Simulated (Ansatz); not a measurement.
# PbS (Galena) (Fm-3m) in Ansatz: a series of runs

Runs on PbS (Galena). Level: PBEsol+D4. Tasks: single point, equation of state.

Program: Ansatz 0.2.0. These are calculated values, not measurements. Logs are shortened: lines on timing, memory, paths and dates and some standing lists are left out, and cuts for length are marked.

**1. The structure**

It takes space group Fm-3m (No. 225, cubic). Conventional cell: a = 5.931 Å, b = 5.931 Å, c = 5.931 Å, α = 90.00°, β = 90.00°, γ = 90.00°. Pb (site symmetry m-3m) is surrounded by 6 S at 2.97 Å. S (site symmetry m-3m) is surrounded by 6 Pb at 2.97 Å.

**2. Single point, PBEsol+D4, 24.52 Å³/atom (volume scaled by 0.94)**

The input, input.yaml:

```yaml
crystal:
  lattice:
    - [0.0, 2.9052075019, 2.9052075019]
    - [2.9052075019, 0.0, 2.9052075019]
    - [2.9052075019, 2.9052075019, 0.0]
  atoms:
    - { symbol: Pb, position: [0.0, 0.0, 0.0] }
    - { symbol: S, position: [0.5, 0.5, 0.5] }
hamiltonian:
  xc: pbesol
  pseudopotentials: { kind: paw }
  dispersion: d4
kpoints:
  mp_grid: { grid: [8, 8, 8] }
scf:
  occupations: { method: fermi_dirac, width: 0.05 }
output:
  forces: true
  stress: true
  eigenvalues: true
```

Potentials or basis: Ansatz PAW.

On the command line:

```sh
> ansatz run input.yaml --threads 2 --pin off --max-ram 5120MiB --backend cpu --events-out ev --progress --plain --runs-dir out
```

Standard output:

```text
Warning: RAYON_NUM_THREADS=2 ignored (pool sized by the plan → 2); use --threads N
Engine: ansatz 0.2.0, aarch64-unknown-linux-gnu
Pseudopotentials: kind: paw
Pseudopotential: Pb, paw, valence charge 14, recommended cutoff 420 eV (normal), Pb.paw.azcp
Pseudopotential: S, paw, valence charge 6, recommended cutoff 420 eV (normal), S.paw.azcp
Functional definition: PBEsol
  exchange = pbesol_x
  correlation = pbesol_c
Crystal: 2 atoms, lattice volume = 49.041 Å³
Basis set: ecut = 420 eV, 941 PW (Γ), exchange–correlation on 60×60×60 points (8 copies of the dense FFT grid, shifted against one another)
Bands: 14, of which v1, the nominal top of the filled ones, is band 10 counted from 1 (9 counted from 0)
Symmetry: 48 space group operations
Space group: Fm-3m (ITA 225), of the structure as read, at distance tolerance 3.7e-5 Å
k-points: 29 of 512
Non-local potential: Pb, projectors of the file, l = 0: 2, l = 1: 2, l = 2: 2, l = 3: 2
Non-local potential: S, projectors of the file, l = 0: 2, l = 1: 2, l = 2: 2
PAW form: soft (Blöchl's): semilocal exchange-correlation on the pseudo side does not see the compensation charge
PAW frozen core: Pb, regenerated for the run's functional, and the local potential with it (the file was generated under x = pbe(κ = 0.804, μ = 0.2195149727645171), c = pbe(β = 0.06672455060314922))
PAW frozen core: S, regenerated for the run's functional, and the local potential with it (the file was generated under x = pbe(κ = 0.804, μ = 0.2195149727645171), c = pbe(β = 0.06672455060314922))
PAW one-centre angular grid: Pb, 590 points (default); XC on 64 Gauss nodes
PAW one-centre angular grid: S, 110 points (default); XC on 64 Gauss nodes
Initial density: superposition of atomic densities (neutral atoms: chi_scale 0, normalization atom), corrected by the library's trained network
Initial wavefunctions: pseudopotential atomic-orbital guess
Functional: x = pbesol(κ = 0.804, μ = 0.12345679012345678), c = pbesol(β = 0.046)
SCF iter   1: F=—  HF=-12641.376033 eV  |F-HF|=—  |Δ(HF+E_count)|=         —  Δρ=4.66e-3  dr2=2.00e-2  ethr=1.77e-3  ⟨swp⟩=6.4  Hψ=2434  notcnv=0
preconditioner: auto → Kerker (q_TF=auto, 2.349 Å⁻¹)  [metal: Δε(μ)=0.059 eV  Ē_g=15.550 eV  σ=0.050 eV  W_gap=0.29  n_scr=14 (ndim 8)  ℏωp=23.7 eV  f_vac=0.000  D(μ)=0.14/eV (n_scr^D=0)]
SCF iter   2: F=—  HF=-12641.369881 eV  |F-HF|=—  |Δ(HF+E_count)|=   6.15e-3  Δρ=2.13e-3  dr2=3.99e-3  ethr=1.00e-4  ⟨swp⟩=1.6  Hψ=680  notcnv=0
SCF iter   3: F=—  HF=-12641.368788 eV  |F-HF|=—  |Δ(HF+E_count)|=   1.09e-3  Δρ=4.19e-4  dr2=8.87e-5  ethr=2.00e-5  ⟨swp⟩=2.3  Hψ=529  notcnv=0
SCF iter   4: F=—  HF=-12641.368797 eV  |F-HF|=—  |Δ(HF+E_count)|=   9.01e-6  Δρ=1.85e-4  dr2=2.08e-5  ethr=4.43e-7  ⟨swp⟩=2.2  Hψ=484  notcnv=0
SCF iter   5: F=—  HF=-12641.368806 eV  |F-HF|=—  |Δ(HF+E_count)|=   9.61e-6  Δρ=4.03e-5  dr2=1.13e-6  ethr=1.04e-7  ⟨swp⟩=2.4  Hψ=522  notcnv=0
SCF iter   6: F=-12641.368807 eV  HF=-12641.368807 eV  |F-HF|=1.51e-8  |Δ(HF+E_count)|=   9.64e-7  Δρ=1.08e-5  dr2=7.61e-8  ethr=5.00e-10  ⟨swp⟩=6.8  Hψ=2095  notcnv=0
SCF 1 converged in 6 iterations: F = -12641.368807 eV  dr2 = 7.61e-8
SCF converged after 6 iterations
Free energy (F): -12641.368807 eV
Harris-Foulkes:  -12641.368807 eV  (|F-HF|=1.51e-8)
Internal energy: -12641.367724 eV  (E = F + TS)
E sigma→0 (E₀):  -12641.368266 eV
Entropy (-TS):   -0.001083 eV (-0.542 meV/atom)
Fermi energy:    9.402638 eV
--- Per-component energies (eV) ---
  E_band       = -41.645562
  E_kinetic    = 395.130604
  E_local      = -1176.786092  (includes V_loc(G=0)·N_el)
  E_nonlocal   = 380.966275
  E_hartree    = 458.514050
  E_xc         = -316.315910
  E_vxc        = -221.458806  (∫ρ·V_xc dr)
  E_paw        = -10837.642749  (= ΣΔE_a)
  E_vpaw       = -336.534136  (= ΣTr[D̂ρ^β])
  E_aug_tail   = 0.000045  (compensation charges beyond the density's cutoff)
  E_ewald      = -1544.893695
  E_disp       = -0.464320  (pairwise vdW)
  E_core_change = 0.124066  (= ΣΔE_core)
  E_smearing   = -0.001083  (= −TS)
  E_closure    = 0.000000  (closes the sum)
  Σ components = -12641.368807   (vs F -12641.368807, Δ=0.00e0)
--- Forces (eV/Å), atoms counted from 1 ---
  atom   1  Pb    -0.00000000    -0.00000000     0.00000000
  atom   2  S      0.00000000    -0.00000000     0.00000000
  max |Σ_I F_I| component: 4.01e-30 eV/Å
--- Stress (GPa, compression-positive) ---
        1.622441       0.000000      -0.000000
       -0.000000       1.622441       0.000000
        0.000000       0.000000       1.622441
  P = ⅓ Tr σ = 1.6224 GPa (16.224 kbar)
--- Band table (eV; the first three rows and the last of 29) ---
  k-point 0: bands = ["-7.5575", "-7.5575", "-7.5575", "-7.5477", "-7.5477", "-4.8721", "3.3848", "6.8255", "6.8255", "6.8255", "14.6651", "14.6651", "14.6651", "15.7553"]
  k-point 1: bands = ["-7.5570", "-7.5570", "-7.5568", "-7.5456", "-7.5456", "-4.7238", "2.8135", "6.8733", "6.8733", "7.2653", "13.2684", "13.7499", "13.7499", "15.7589"]
  k-point 2: bands = ["-7.5704", "-7.5704", "-7.5560", "-7.5259", "-7.5259", "-4.3077", "1.6592", "7.0091", "7.0091", "8.0457", "11.5585", "12.4216", "12.4216", "15.9478"]
  k-point 28: bands = ["-7.7056", "-7.5473", "-7.5371", "-7.5371", "-7.4782", "-2.8439", "1.0853", "4.3492", "4.3492", "8.1730", "11.3908", "13.8896", "13.8896", "17.5030"]
```

Run time: 0.87 s. Hardware: 2 threads of Arm Neoverse V1, shared host; peak memory 0.3 GiB.

Results:

```yaml
Free_energy: -12641.3688 eV
Pressure: 1.6 GPa
Band_gap_on_the_k_mesh: 0.00 eV, direct
```

Caveat: spin-orbit coupling is left out, which as a rule narrows the gap of such compounds by several tenths of an eV; the PAW data sets come from PBE, with cores solved anew for the run's functional, which leaves a small shift of forces and pressure.

**3. Single point, PBEsol+D4, 25.04 Å³/atom (volume scaled by 0.96)**

Changes to input.yaml since step 2:

```diff
@@ -2,5 +2,5 @@
   lattice:
-    - [0.0, 2.9052075019, 2.9052075019]
-    - [2.9052075019, 0.0, 2.9052075019]
-    - [2.9052075019, 2.9052075019, 0.0]
+    - [0.0, 2.9256673838, 2.9256673838]
+    - [2.9256673838, 0.0, 2.9256673838]
+    - [2.9256673838, 2.9256673838, 0.0]
   atoms:
```

Potentials or basis: Ansatz PAW.

On the command line:

```sh
> ansatz run input.yaml --threads 2 --pin off --max-ram 5120MiB --backend cpu --events-out ev --progress --plain --runs-dir out
```

It took 0.86 s on 2 threads of Arm Neoverse V1, shared host; peak memory 0.31 GiB.

The run converged. Its results:

| Quantity | Value |
| --- | --- |
| Free energy | -12641.3748 eV |
| Pressure | 0.3 GPa |
| Band gap on the k mesh | 0.09 eV, direct |

Caveat: spin-orbit coupling is left out, which as a rule narrows the gap of such compounds by several tenths of an eV; the PAW data sets come from PBE, with cores solved anew for the run's functional, which leaves a small shift of forces and pressure.

**4. Single point, PBEsol+D4, 25.56 Å³/atom (volume scaled by 0.98)**

Changes to input.yaml since step 3:

```diff
@@ -2,5 +2,5 @@
   lattice:
-    - [0.0, 2.9256673838, 2.9256673838]
-    - [2.9256673838, 0.0, 2.9256673838]
-    - [2.9256673838, 2.9256673838, 0.0]
+    - [0.0, 2.9458450378, 2.9458450378]
+    - [2.9458450378, 0.0, 2.9458450378]
+    - [2.9458450378, 2.9458450378, 0.0]
   atoms:
@@ -20 +20,5 @@
   eigenvalues: true
+  write_density: true
+  write_potential: true
+  elf: true
+  volumetric_format: npy
```

On the command line:

```sh
> ansatz run input.yaml --threads 2 --pin off --max-ram 5120MiB --backend cpu --events-out ev --progress --plain --runs-dir out
```

It took 1.1 s on 2 threads of Arm Neoverse V1, shared host; peak memory 0.31 GiB.

Results (log left out):

* Free energy: -12641.3724 eV
* Pressure: -1.0 GPa
* Band gap on the k mesh: 0.17 eV, direct

Caveat: spin-orbit coupling is left out, which as a rule narrows the gap of such compounds by several tenths of an eV; the PAW data sets come from PBE, with cores solved anew for the run's functional, which leaves a small shift of forces and pressure.

**5. Single point, PBEsol+D4, 26.09 Å³/atom**

Changes to input.yaml since step 4:

```diff
@@ -2,5 +2,5 @@
   lattice:
-    - [0.0, 2.9458450378, 2.9458450378]
-    - [2.9458450378, 0.0, 2.9458450378]
-    - [2.9458450378, 2.9458450378, 0.0]
+    - [0.0, 2.96575, 2.96575]
+    - [2.96575, 0.0, 2.96575]
+    - [2.96575, 2.96575, 0.0]
   atoms:
```

On the command line:

```sh
> ansatz run input.yaml --threads 2 --pin off --max-ram 5120MiB --backend cpu --events-out ev --progress --plain --runs-dir out
```

Wall time 1.1 s (2 threads of Arm Neoverse V1, shared host); peak memory 0.31 GiB.

The run converged. Its results:

| Quantity | Value |
| --- | --- |
| Free energy | -12641.3622 eV |
| Pressure | -2.1 GPa |
| Band gap on the k mesh | 0.25 eV, direct |

Caveat: spin-orbit coupling is left out, which as a rule narrows the gap of such compounds by several tenths of an eV; the PAW data sets come from PBE, with cores solved anew for the run's functional, which leaves a small shift of forces and pressure.

**6. Single point, PBEsol+D4, 26.61 Å³/atom (volume scaled by 1.02)**

Changes to input.yaml since step 5:

```diff
@@ -2,5 +2,5 @@
   lattice:
-    - [0.0, 2.96575, 2.96575]
-    - [2.96575, 0.0, 2.96575]
-    - [2.96575, 2.96575, 0.0]
+    - [0.0, 2.9853913009, 2.9853913009]
+    - [2.9853913009, 0.0, 2.9853913009]
+    - [2.9853913009, 2.9853913009, 0.0]
   atoms:
@@ -20,5 +20 @@
   eigenvalues: true
-  write_density: true
-  write_potential: true
-  elf: true
-  volumetric_format: npy
```

Potentials or basis: Ansatz PAW.

On the command line:

```sh
> ansatz run input.yaml --threads 2 --pin off --max-ram 5120MiB --backend cpu --events-out ev --progress --plain --runs-dir out
```

Wall time 0.92 s (2 threads of Arm Neoverse V1, shared host); peak memory 0.31 GiB.

Results (log left out):

```
Free energy            : -12641.3452 eV
Pressure               : -3.1 GPa
Band gap on the k mesh : 0.32 eV, direct
```

Caveat: spin-orbit coupling is left out, which as a rule narrows the gap of such compounds by several tenths of an eV; the PAW data sets come from PBE, with cores solved anew for the run's functional, which leaves a small shift of forces and pressure.

**7. Single point, PBEsol+D4, 27.13 Å³/atom (volume scaled by 1.04)**

Changes to input.yaml since step 6:

```diff
@@ -2,5 +2,5 @@
   lattice:
-    - [0.0, 2.9853913009, 2.9853913009]
-    - [2.9853913009, 0.0, 2.9853913009]
-    - [2.9853913009, 2.9853913009, 0.0]
+    - [0.0, 3.0047775019, 3.0047775019]
+    - [3.0047775019, 0.0, 3.0047775019]
+    - [3.0047775019, 3.0047775019, 0.0]
   atoms:
```

On the command line:

```sh
> ansatz run input.yaml --threads 2 --pin off --max-ram 5120MiB --backend cpu --events-out ev --progress --plain --runs-dir out
```

Wall time 0.95 s (2 threads of Arm Neoverse V1, shared host); peak memory 0.31 GiB.

The run converged. Its results:

* Free energy: -12641.3224 eV
* Pressure: -3.8 GPa
* Band gap on the k mesh: 0.39 eV, direct

Caveat: spin-orbit coupling is left out, which as a rule narrows the gap of such compounds by several tenths of an eV; the PAW data sets come from PBE, with cores solved anew for the run's functional, which leaves a small shift of forces and pressure.

**8. Single point, PBEsol+D4, 27.65 Å³/atom (volume scaled by 1.06)**

Changes to input.yaml since step 7:

```diff
@@ -2,5 +2,5 @@
   lattice:
-    - [0.0, 3.0047775019, 3.0047775019]
-    - [3.0047775019, 0.0, 3.0047775019]
-    - [3.0047775019, 3.0047775019, 0.0]
+    - [0.0, 3.0239167281, 3.0239167281]
+    - [3.0239167281, 0.0, 3.0239167281]
+    - [3.0239167281, 3.0239167281, 0.0]
   atoms:
```

On the command line:

```sh
> ansatz run input.yaml --threads 2 --pin off --max-ram 5120MiB --backend cpu --events-out ev --progress --plain --runs-dir out
```

It took 0.95 s on 2 threads of Arm Neoverse V1, shared host; peak memory 0.31 GiB.

It converged, with:

* Free energy: -12641.2971 eV
* Pressure: -3.8 GPa
* Band gap on the k mesh: 0.45 eV, direct

Caveat: spin-orbit coupling is left out, which as a rule narrows the gap of such compounds by several tenths of an eV; the PAW data sets come from PBE, with cores solved anew for the run's functional, which leaves a small shift of forces and pressure.

**9. Equation of state, PBEsol+D4**

Potentials or basis: Ansatz PAW.

This step only gathers the single runs of the series.

Results:

```
Equilibrium volume : 25.13 Å³/atom (rough: see the caveat)
Bulk modulus       : 67 GPa (rough)
```

Energy against volume, from the lowest point:
```csv
volume (Å³/atom),energy (meV/atom)
24.521,3.02
25.042,0.00
25.564,1.23
26.086,6.31
26.607,14.83
27.129,26.20
27.651,38.89
```

Caveat: the fit is doubtful: noisy points or a state that changes with volume. The run has no spin-orbit coupling, so splittings on Pb are missing.
